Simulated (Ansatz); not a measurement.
The reference is CoPt (space group P4/mmm, No. 123; ferromagnetic; relaxed with 0.1 eV smearing).

```
CELL_PARAMETERS angstrom
      2.69705     0.00000     0.00000
      0.00000     2.69705     0.00000
      0.00000     0.00000     3.72235
ATOMIC_POSITIONS crystal
  Co 0.50000 0.50000 0.50000
  Pt 0.00000 0.00000 0.00000
```

Cartesian axes are those of the cell as printed.

Computed with PBE/PAW in Ansatz (a first-principles code), without spin-orbit coupling.

The change: the cell is compressed by 2.42 % along x with no lateral relaxation, atoms relaxed at fixed cell.

### Question
Predict the stress tensor and what it implies for the stiffness.

### Answer
Stress of the strained cell less that of the base (GPa, compression positive):
```
   11.4     0.0     0.0
    0.0     2.4     0.0
    0.0     0.0     4.1
```

Then −Δσ_ii/ε with ε = -0.0242 gives secant stiffness values (nonlinear terms included at this strain): C11 ≈ 471 GPa, C12 ≈ 100 GPa and C13 ≈ 168 GPa.

As a check, the harmonic strain energy −½ V₀ Δσ:ε is 12 meV/atom; the computed energy rise is 11 meV/atom.

The magnetic state is the one reached from the starting moments; the real material's order can differ, and small cells can't hold many antiferromagnetic ones. Stability against distortions was not tested.
